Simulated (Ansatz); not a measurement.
Set up this calculation in Ansatz 0.2.0, as the native input.

```yaml
Task: single point
Functional: PBE
Potentials_or_basis: Ansatz PAW
Cutoff: "420 eV (not typed: the program's choice for these potentials)"
k_mesh: 8 × 8 × 8
Occupations: gaussian, width 0.024 eV
Spin: no spin polarisation
```

Crystal: InSe.

```
CELL_PARAMETERS angstrom
2.00000 1.15470 8.44000
-2.00000 1.15470 8.44000
0.00000 -2.30940 8.44000
ATOMIC_POSITIONS crystal
In 0.88860 0.88860 0.88860
In 0.00000 0.00000 0.00000
Se 0.17190 0.17190 0.17190
Se 0.38350 0.38350 0.38350
```

These files were run (other wordings do the same):

input.yaml

```yaml
crystal:
  lattice:
    - [2.0, 1.1547005384, 8.44]
    - [-2.0, 1.1547005384, 8.44]
    - [0.0, -2.3094010768, 8.44]
  atoms:
    - { symbol: In, position: [0.8886, 0.8886, 0.8886] }
    - { symbol: In, position: [0.0, 0.0, 0.0] }
    - { symbol: Se, position: [0.1719, 0.1719, 0.1719] }
    - { symbol: Se, position: [0.3835, 0.3835, 0.3835] }
hamiltonian:
  xc: pbe
  pseudopotentials: { kind: paw }
kpoints:
  mp_grid: { grid: [8, 8, 8] }
scf:
  occupations: { method: gaussian, width: 0.024 }
output:
  forces: true
  stress: true
  eigenvalues: true
```

Potentials or basis: Ansatz PAW.

Run with:

```sh
$ ansatz run input.yaml --threads 2 --pin off --max-ram 5632MiB --backend cpu --events-out ev --progress --plain --runs-dir out
```

It gave:

| Property | Result |
| --- | --- |
| Pressure | 2.7 GPa |
| Largest force | 0.365 eV/Å |
| Band gap on the k mesh | 0.44 eV, direct |

Caveat: spin-orbit coupling is left out, which moves the levels of the heavy elements.

It took 22 s on 2 threads of Intel(R) Xeon(R) Processor @ 2.50GHz (Skylake/Cascade Lake) (shared host), peak memory 0.51 GiB.
